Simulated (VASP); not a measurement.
# AgBr (Fm-3m) in VASP: a series of runs

One crystal, AgBr, is run at these levels: PBE+D3(BJ); tasks: single point, relaxation of cell and atoms.

All numbers are computed with VASP 6.6.1; they aren't measurements. Logs are shortened: lines on timing, memory, paths and dates and some standing lists are left out, and cuts for length are marked.

### Step 1. Starting point

Symmetry: Fm-3m, No. 225, cubic system. The conventional cell has a = 5.843 Å, b = 5.843 Å, c = 5.843 Å, α = 90.00°, β = 90.00°, γ = 90.00°. Ag (site symmetry m-3m) has 6 Br at 2.92 Å as nearest neighbours. Br (site symmetry m-3m) has 6 Ag at 2.92 Å as nearest neighbours.

### Step 2. Single point, PBE+D3(BJ) (relaxed again under DFT PBE+D3(BJ), scalar-relativistic, plane waves, PAW)

Contents of INCAR:

```
  ALGO = Normal
  EDIFF = 1E-6
  ENCUT = 520
  GGA = PE
  ISIF = 2
  ISMEAR = 0
  IVDW = 12
  LASPH = True
  LCHARG = False
  LREAL = False
  LWAVE = False
  NBANDS = 16
  NELM = 100
  PREC = Accurate
  SIGMA = 0.02
```

Contents of KPOINTS:

```
k-points
0
Gamma
  8 8 8
```

Contents of POSCAR:

```
AgBr
1.0
    0.0000000000      2.8659953580      2.8659953580
    2.8659953580      0.0000000000      2.8659953580
    2.8659953580      2.8659953580      0.0000000000
Ag Br
1 1
Direct
    0.0000000000      0.0000000000      0.0000000000
    0.5000000000      0.5000000000      0.5000000000
```

Potentials or basis: VASP PAW PBE potentials, release 64 (Ag, Br).

Started as:

```bash
> cat potpaw_PBE.64/Ag/POTCAR potpaw_PBE.64/Br/POTCAR > POTCAR
> mpirun -np 1 vasp_std > vasp.out
```

OUTCAR:

```text
EDIFF = 1E-6
   ENCUT = 520
   GGA = PE
   ISIF = 2
   ISMEAR = 0
   IVDW = 12
   LASPH = True
   LREAL = False
   NELM = 100
   PREC = Accurate
 IVDW          = 12

 ion  position               nearest neighbor table
   1  0.000  0.000  0.000-   2 2.87   2 2.87   2 2.87   2 2.87   2 2.87   2 2.87
   2  0.500  0.500  0.500-   1 2.87   1 2.87   1 2.87   1 2.87   1 2.87   1 2.87

  LATTYP: Found a face centered cubic cell.
 ALAT       =     5.7319907160

  Lattice vectors:

 A1 = (   0.0000000000,   2.8659953580,   2.8659953580)
 A2 = (   2.8659953580,   0.0000000000,   2.8659953580)
 A3 = (   2.8659953580,   2.8659953580,   0.0000000000)

Analysis of symmetry for initial positions (statically):
=====================================================================
 Subroutine PRICEL returns:
 Original cell was already a primitive cell.

 Routine SETGRP: Setting up the symmetry group for a
 face centered cubic supercell.

 Subroutine GETGRP returns: Found 48 space group operations
 (whereof 48 operations were pure point group operations)
 out of a pool of 48 trial point group operations.

The static configuration has the point symmetry O_h .

Analysis of symmetry for dynamics (positions and initial velocities):
=====================================================================
 Subroutine PRICEL returns:
 Original cell was already a primitive cell.

 Routine SETGRP: Setting up the symmetry group for a
 face centered cubic supercell.

 Subroutine GETGRP returns: Found 48 space group operations
 (whereof 48 operations were pure point group operations)
 out of a pool of 48 trial point group operations.

The dynamic configuration has the point symmetry O_h .

 Subroutine INISYM returns: Found 48 space group operations
 (whereof 48 operations are pure point group operations),
 and found     1 'primitive' translations

----------------------------------------------------------------------------------------

                                     Primitive cell

  volume of cell :      47.0822

  direct lattice vectors                    reciprocal lattice vectors
     0.000000000  2.865995358  2.865995358    -0.174459459  0.174459459  0.174459459
     2.865995358  0.000000000  2.865995358     0.174459459 -0.174459459  0.174459459
     2.865995358  2.865995358  0.000000000     0.174459459  0.174459459 -0.174459459

  length of vectors
     4.053129505  4.053129505  4.053129505     0.302172647  0.302172647  0.302172647

  position of ions in fractional coordinates (direct lattice)
     0.000000000  0.000000000  0.000000000
     0.500000000  0.500000000  0.500000000

  ion indices of the primitive-cell ions
   primitive index   ion index
                 1           1
                 2           2

----------------------------------------------------------------------------------------

 KPOINTS: k-points

Automatic generation of k-mesh.
 Grid dimensions read from file:
 generate k-points for:    8    8    8

 Generating k-lattice:

  Cartesian coordinates                     Fractional coordinates (reciprocal lattice)
    -0.021807432  0.021807432  0.021807432     0.125000000  0.000000000  0.000000000
     0.021807432 -0.021807432  0.021807432     0.000000000  0.125000000  0.000000000
     0.021807432  0.021807432 -0.021807432     0.000000000  0.000000000  0.125000000

  Length of vectors
     0.037771581  0.037771581  0.037771581

  Shift w.r.t. Gamma in fractional coordinates (k-lattice)
     0.000000000  0.000000000  0.000000000

 Subroutine IBZKPT returns following result:
 ===========================================

 Found     29 irreducible k-points:

 Following reciprocal coordinates:
            Coordinates               Weight
  0.000000  0.000000  0.000000      1.000000
  0.125000  0.000000  0.000000      8.000000
  0.250000  0.000000  0.000000      8.000000
  0.375000  0.000000  0.000000      8.000000
  0.500000  0.000000  0.000000      4.000000
  0.125000  0.125000  0.000000      6.000000
[... 16 lines left out ...]
  0.500000  0.250000  0.125000     48.000000
 -0.375000  0.250000  0.125000     24.000000
 [... further k-points ...]
   k-points           NKPTS =     29   k-points in BZ     NKDIM =     29   number of bands    NBANDS=     16
   number of dos      NEDOS =    301   number of ions     NIONS =      2
   total plane-waves  NPLWV =  27000
   dimension x,y,z NGX =    30 NGY =   30 NGZ =   30
   dimension x,y,z NGXF=    60 NGYF=   60 NGZF=   60
   ions per type =               1   1
   NGX,Y,Z   is equivalent  to a cutoff of  12.31, 12.31, 12.31 a.u.
   NGXF,Y,Z  is equivalent  to a cutoff of  24.61, 24.61, 24.61 a.u.
 SYSTEM =  unknown system
   PREC   = accura    normal or accurate (medium, high low for compatibility)
   ISTART =      0    job   : 0-new  1-cont  2-samecut
   ICHARG =      2    charge: 1-file 2-atom 10-const
   ISPIN  =      1    spin polarized calculation?
   LNONCOLLINEAR =      F non collinear calculations
   LSORBIT =      F    spin-orbit coupling
   LASPH  =      T    aspherical Exc in radial PAW
   ENCUT  =  520.0 eV  38.22 Ry    6.18 a.u.   7.54  7.54  7.54*2*pi/ulx,y,z
   NELM   =    100;   NELMIN=  2; NELMDL= -5     # of ELM steps
   EDIFF  = 0.1E-05   stopping-criterion for ELM
   LREAL  =      F    real-space projection
   EDIFFG = 0.1E-04   stopping-criterion for IOM
   NSW    =      0    number of steps for IOM
   IBRION =     -1    ionic relax: 0-MD 1-quasi-New 2-CG
   NFREE  =      0    steps in history (QN), initial steepest desc. (CG)
   ISIF   =      2    stress and relaxation
   ISYM   =      2    0-nonsym 1-usesym 2-fastsym
   POTIM  = 0.5000    time-step for ionic-motion
   TEBEG  =    0.0;   TEEND  =   0.0 temperature during run
   PSTRESS=    0.0 pullay stress
   NELECT =      18.0000    total number of electrons
   NUPDOWN=      -1.0000    fix difference up-down
   EMIN   =  10.00;   EMAX   =-10.00  energy-range for DOS
   EFERMI =   0.00;   METHOD = LEGACY
   ISMEAR =     0;   SIGMA  =   0.02  broadening in eV -4-tet -1-fermi 0-gaus
   EFERMI_NEDOS =   21; number of points for ismear=-14 and -15
   IALGO  =     38    algorithm
   IMIX   =      4    mixing-type and parameters
     AMIX     =   0.40;   BMIX     =  1.00
     AMIX_MAG =   1.60;   BMIX_MAG =  1.00
  volume/ion in A,a.u.               =      23.54       158.86
  Fermi-wavevector in a.u.,A,eV,Ry     =   1.188174  2.245324 19.208139  1.411758
  Thomas-Fermi vector in A             =   2.324310
   LORBIT       =      0    0 simple, 1 ext, 2 COOP (PROOUT), +10 PAW based schemes
   GGA     = PE    functional components
   LHFCALC =     F    Hartree Fock is set to
   AEXX    =    0.0000 exact exchange contribution
   IVDW    =    12    specifies the selected vdW correction
   LEPSILON=     F    determine dielectric tensor
   LRPA    =     F    only Hartree local field effects (RPA)
 non-spin polarized calculation
 Gauss-broadening in eV      SIGMA  =   0.02
  energy-cutoff  :      520.00
  volume of cell :       47.08
 maximum number of plane-waves:      1287
   NGX = 15   NGY = 15   NGZ = 15

 number of electron      18.0000002 magnetization

 Free energy of the ion-electron system (eV)
  ---------------------------------------------------
  ext. energy  EPLUGINS =         0.00000000
  ---------------------------------------------------
  free energy    TOTEN  =        -4.98010037 eV

  energy without entropy =       -4.98010037  energy(sigma->0) =       -4.98010037

 E-fermi :   3.8471     XC(G=0):  -9.8829

 val. band max:        3.6752097591   @ k =   0.5000   0.0000   0.0000
 cond. band min:       4.3458032316   @ k =   0.0000   0.0000   0.0000
 fundamental gap:      0.6705934725
 Fermi energy:         3.8471148869

 k-point     1 :       0.0000    0.0000    0.0000
  band No.  band energies     occupation
      1     -11.4356      2.00000
      2       0.8586      2.00000
      3       0.8586      2.00000
      4       0.8586      2.00000
      5       0.8588      2.00000
      6       0.8588      2.00000
[... 8 lines left out ...]
     15      15.4833      0.00000
     16      15.4833      0.00000

 k-point     2 :       0.1250    0.0000    0.0000
  band No.  band energies     occupation
      1     -11.3742      2.00000
      2       0.4559      2.00000
      3       0.4559      2.00000
      4       0.5011      2.00000
      5       0.9020      2.00000
      6       0.9020      2.00000
[... 8 lines left out ...]
     15      14.6194      0.00000
     16      15.0095      0.00000

 k-point     3 :       0.2500    0.0000    0.0000
  band No.  band energies     occupation
      1     -11.2192      2.00000
      2      -0.5086      2.00000
      3      -0.0628      2.00000
      4      -0.0628      2.00000
      5       1.0095      2.00000
      6       1.0095      2.00000
[... 8 lines left out ...]
     15      15.0388      0.00000
     16      15.0388      0.00000

 k-point     4 :       0.3750    0.0000    0.0000
  band No.  band energies     occupation
      1     -11.0534      2.00000
      2      -1.3299      2.00000
      3      -0.4099      2.00000
      4      -0.4099      2.00000
      5       1.1211      2.00000
      6       1.1211      2.00000
[... 8 lines left out ...]
     15      16.0837      0.00000
     16      16.0837      0.00000

 k-point     5 :       0.5000    0.0000    0.0000
  band No.  band energies     occupation
      1     -10.9811      2.00000
      2      -1.6333      2.00000
      3      -0.5302      2.00000
      4      -0.5302      2.00000
      5       1.1686      2.00000
      6       1.1686      2.00000
[... 8 lines left out ...]
     15      16.8646      0.00000
     16      16.8646      0.00000

 k-point     6 :       0.1250    0.1250    0.0000
  band No.  band energies     occupation
      1     -11.3557      2.00000
      2      -0.0066      2.00000
      3       0.7324      2.00000
      4       0.7324      2.00000
      5       0.8176      2.00000
      6       0.8823      2.00000
[... 8 lines left out ...]
     15      16.4850      0.00000
     16      16.6309      0.00000

 k-point     7 :       0.2500    0.1250    0.0000
  band No.  band energies     occupation
      1     -11.2371      2.00000
      2      -0.5563      2.00000
      3       0.2666      2.00000
      4       0.3074      2.00000
      5       0.8868      2.00000
      6       1.0163      2.00000
[... 8 lines left out ...]
     15      16.2166      0.00000
     16      16.3227      0.00000

 k-point     8 :       0.3750    0.1250    0.0000
  band No.  band energies     occupation
      1     -11.0797      2.00000
      2      -1.0918      2.00000
      3      -0.3086      2.00000
      4      -0.1591      2.00000
      5       1.0074      2.00000
      6       1.1386      2.00000
[... 8 lines left out ...]
     15      16.4031      0.00000
     16      16.7956      0.00000

 k-point     9 :       0.5000    0.1250    0.0000
  band No.  band energies     occupation
      1     -10.9772      2.00000
      2      -1.4494      2.00000
      3      -0.5114      2.00000
      4      -0.4393      2.00000
      5       1.1213      2.00000
      6       1.1807      2.00000
[... 8 lines left out ...]
     15      17.0185      0.00000
     16      17.3045      0.00000
[... 172 lines left out ...]
 k-point    19 :       0.5000    0.3750    0.0000
  band No.  band energies     occupation
      1     -10.9559      2.00000
      2      -0.7112      2.00000
      3       0.1313      2.00000
      4       0.2847      2.00000
      5       0.8686      2.00000
      6       1.2370      2.00000
[... 8 lines left out ...]
     15      18.0828      0.00000
     16      18.7529      0.00000

 k-point    20 :      -0.3750    0.3750    0.0000
  band No.  band energies     occupation
      1     -10.9295      2.00000
      2      -0.5648      2.00000
      3      -0.4926      2.00000
      4      -0.1448      2.00000
      5       1.0094      2.00000
      6       1.2229      2.00000
[... 8 lines left out ...]
     15      16.6897      0.00000
     16      19.3272      0.00000

 k-point    21 :       0.5000    0.5000    0.0000
  band No.  band energies     occupation
      1     -10.9510      2.00000
      2      -0.6404      2.00000
      3       0.5818      2.00000
      4       0.8133      2.00000
      5       0.8133      2.00000
      6       1.0210      2.00000
[... 8 lines left out ...]
     15      18.5536      0.00000
     16      18.5537      0.00000

 k-point    22 :       0.3750    0.2500    0.1250
  band No.  band energies     occupation
      1     -11.1218      2.00000
      2      -0.9137      2.00000
      3      -0.1225      2.00000
      4       0.2529      2.00000
      5       0.9593      2.00000
      6       1.0988      2.00000
[... 8 lines left out ...]
     15      17.1183      0.00000
     16      17.7120      0.00000

 k-point    23 :       0.5000    0.2500    0.1250
  band No.  band energies     occupation
      1     -11.0015      2.00000
      2      -1.1329      2.00000
      3      -0.4088      2.00000
      4      -0.1355      2.00000
      5       1.0532      2.00000
      6       1.1739      2.00000
[... 8 lines left out ...]
     15      17.4329      0.00000
     16      17.7268      0.00000

 k-point    24 :      -0.3750    0.2500    0.1250
  band No.  band energies     occupation
      1     -10.9501      2.00000
      2      -1.2020      2.00000
      3      -0.4411      2.00000
      4      -0.4095      2.00000
      5       1.1197      2.00000
      6       1.1759      2.00000
[... 8 lines left out ...]
     15      16.2930      0.00000
     16      18.0096      0.00000

 [... further k-points ...]

------------------------ aborting loop because EDIFF is reached ----------------------------------------

 Edisp (eV)   -0.73437

 E8    (eV) :    -0.3097

  FORCE on cell =-STRESS in cart. coord.  units (eV):
  Direction    XX          YY          ZZ          XY          YZ          ZX
  --------------------------------------------------------------------------------------
  -------------------------------------------------------------------------------------
  Total      -0.02486    -0.02486    -0.02486    -0.00000    -0.00000     0.00000
  in kB      -0.84610    -0.84610    -0.84610    -0.00000    -0.00000     0.00000
  external pressure =       -0.85 kB  Pullay stress =        0.00 kB

 VOLUME and BASIS-vectors are now :
 -----------------------------------------------------------------------------
  energy-cutoff  :      520.00
  volume of cell :       47.08
      direct lattice vectors                 reciprocal lattice vectors
     0.000000000  2.865995358  2.865995358    -0.174459459  0.174459459  0.174459459
     2.865995358  0.000000000  2.865995358     0.174459459 -0.174459459  0.174459459
     2.865995358  2.865995358  0.000000000     0.174459459  0.174459459 -0.174459459

 POSITION                                       TOTAL-FORCE (eV/Angst)
 -----------------------------------------------------------------------------------
      0.00000      0.00000      0.00000         0.000000     -0.000000      0.000000
      2.86600      2.86600      2.86600        -0.000000      0.000000     -0.000000
 -----------------------------------------------------------------------------------
    total drift:                               -0.000000      0.000000      0.000000

  FREE ENERGIE OF THE ION-ELECTRON SYSTEM (eV)
  ---------------------------------------------------
  free  energy   TOTEN  =        -5.7144681258 eV

  energy  without entropy=       -5.7144681258  energy(sigma->0) =       -5.71446813
```

Wall time 22 s (1 thread of Intel Xeon Platinum 8259CL at 2.50GHz (Skylake/Cascade Lake), shared host); peak memory 0.18 GiB.

What came out:

- Free energy: -5.7145 eV
- Pressure: -0.1 GPa
- Band gap on the k mesh: 0.67 eV, indirect (least direct gap 2.62 eV)
- Dispersion energy per atom: -0.367 eV

### Step 3. Relaxation of cell and atoms, PBE+D3(BJ)

Contents of INCAR:

```
SYSTEM = AgBr
PREC = Accurate
ENCUT = 600
EDIFF = 1E-7
ISMEAR = 0
SIGMA = 0.02
LREAL = .FALSE.
LASPH = .TRUE.
NELM = 100
ALGO = Fast
ISIF = 3
LWAVE = .FALSE.
LCHARG = .FALSE.
GGA = PE
IVDW = 12
IBRION = 2
NSW = 70
EDIFFG = -0.005
```

Contents of KPOINTS:

```
regular mesh
0
G
  8 8 8
  0 0 0
```

Contents of POSCAR:

```
AgBr
1.0
    0.0000000000      2.9216612883      2.9216612883
    2.9216612883      0.0000000000      2.9216612883
    2.9216612883      2.9216612883      0.0000000000
Ag Br
1 1
Direct
    0.0000000000      0.0000000000      0.0000000000
    0.5000000000      0.5000000000      0.5000000000
```

Potentials or basis: VASP PAW PBE potentials, release 64 (Ag, Br).

Started as:

```bash
> cat potpaw_PBE.64/Ag/POTCAR potpaw_PBE.64/Br/POTCAR > POTCAR
> mpirun -np 1 vasp_std > vasp.out
```

It took 69 s on 1 thread of Intel Xeon Platinum 8259CL at 2.50GHz (Skylake/Cascade Lake), shared host; peak memory 0.23 GiB.

It converged, with:

* Free energy: -5.7148 eV
* Relaxed volume: 23.50 Å³/atom
* Relaxed cell: a = 4.051 Å, b = 4.051 Å, c = 4.051 Å, α = 60.00°, β = 60.00°, γ = 60.00°
* Space group after relaxing (to 0.05 Å): Fm-3m (No. 225)
* Energy gained by relaxing: 11.6 meV/atom
* Ionic steps: 3
* Pressure after relaxing: 0.0 GPa
* Band gap on the k mesh: 0.67 eV, indirect (least direct gap 2.63 eV)
* Dispersion energy per atom: -0.368 eV

The path:
```
step  energy change (eV)  largest force (eV/Å)  pressure (GPa)  volume (Å³)
   1              0.0000                0.0000           -2.44        49.88
   2             -0.0230                0.0000           -0.18        47.18
   3             -0.0232                0.0000           -0.01        47.00
```

Final structure:
```
CELL_PARAMETERS angstrom
0.00000 2.86430 2.86430
2.86430 0.00000 2.86430
2.86430 2.86430 0.00000
ATOMIC_POSITIONS crystal
Ag 0.00000 0.00000 0.00000
Br 0.50000 0.50000 0.50000
```

Levels at points of the mesh, in eV from the valence-band top:
```csv
k point,band 5,band 6,band 7,band 8,band 9,band 10,band 11,band 12,band 13
"(0.00, 0.00, 0.00)",-2.82,-2.82,-1.96,-1.96,-1.96,0.67,9.91,9.91,9.91
"(0.50, 0.00, 0.00)",-2.51,-2.51,-2.17,0.00,0.00,3.72,6.63,6.75,6.75
"(0.50, 0.50, 0.00)",-2.87,-2.66,-2.41,-2.41,-2.30,1.59,7.04,9.09,11.07
```

A k mesh can miss the band edges.
